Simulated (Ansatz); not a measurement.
Crystal: La, fcc type, 1 atom in the cell.

Level of theory: PBE, plane waves, PAW datasets (generated soft set 1) in Ansatz 0.2.0 development build.

Cutoff 420 eV; k-mesh 36×36×36 Γ-centred; Fermi–Dirac smearing of 0.0612 eV; no spin polarisation; no spin–orbit coupling.

Task: What equilibrium volume, lattice constant and bulk modulus does this give?

Result: V₀ = 36.896 Å³/atom (a₀ = 5.285 Å), B₀ = 24.5 GPa, B₀′ = 2.61. The points behind the fit:

```csv
V (Å³/atom),a (Å),E − E(min) (meV/atom),P (GPa)
34.738,5.1795,10.37,1.60
35.477,5.2160,4.37,1.01
36.216,5.2520,0.97,0.47
36.955,5.2874,0.00,-0.04
37.694,5.3225,1.28,-0.51
38.434,5.3570,4.66,-0.95
39.173,5.3911,9.99,-1.36
```

The published all-electron PBE values for this crystal (mean of FLEUR and WIEN2k, k-spacing 0.06 Å⁻¹; Bosoni et al., Nat. Rev. Phys. 6, 45 (2024)) are V₀ = 36.947 Å³/atom, B₀ = 24.5 GPa, B₀′ = 2.62.

The stress includes the program's correction for the finite plane-wave basis.

This cubic structure is a model: it isn't the usual form of the substance at ambient conditions, and such phases are metastable or hypothetical.
